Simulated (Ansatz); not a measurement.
Bulk crystal (BiTe) after relaxation:

Space group Fm-3m (No. 225). a = 6.467 Å, b = 6.467 Å, c = 6.467 Å, α = 90.00°, β = 90.00°, γ = 90.00°
```csv
atom,site,symmetry,x,y,z
Bi,4a,m-3m,0.0000,0.0000,0.0000
Te,4b,m-3m,0.5000,0.0000,0.0000
```

Miller indices refer to the conventional cell of Fm-3m (No. 225), a = 6.467 Å, b = 6.467 Å, c = 6.467 Å, α = 90.00°, β = 90.00°, γ = 90.00°.

Consider the (100) slab of 4 planes, 9.7 Å thick with 15 Å of vacuum as cut; outer planes BiTe (top) and BiTe (bottom), all atoms relaxed.

All numbers below come from DFT r2SCAN, scalar-relativistic, plane waves, PAW (Ansatz 0.2.0). Plane waves to 500 eV, a k mesh through Γ of 8×8×1 on the computed 8-atom cell and Gaussian smearing (0.10 eV); no spin polarisation. A dipole correction removes the field between periodic images along c.

The work function read from the bulk's Fermi level differs by 0.21 eV, so the slab's middle doesn't match the bulk reference (too thin, or relaxed to another structure or magnetic state). The slab's middle planes relax by over 3 % too, so it holds no bulk-like region.

Q: Estimate the surface energy (mean of both faces).

A: 0.19 J/m².

Q: Estimate the work function.

A: 3.99 eV.

Q: The top two planes lie 3.233 Å apart in the bulk. How does relaxation change this?

A: The spacing becomes 3.064 Å (-5.2 %), and the top plane rumples by 0.134 Å.

Spin-orbit coupling is left out, which matters for the bands of heavy elements.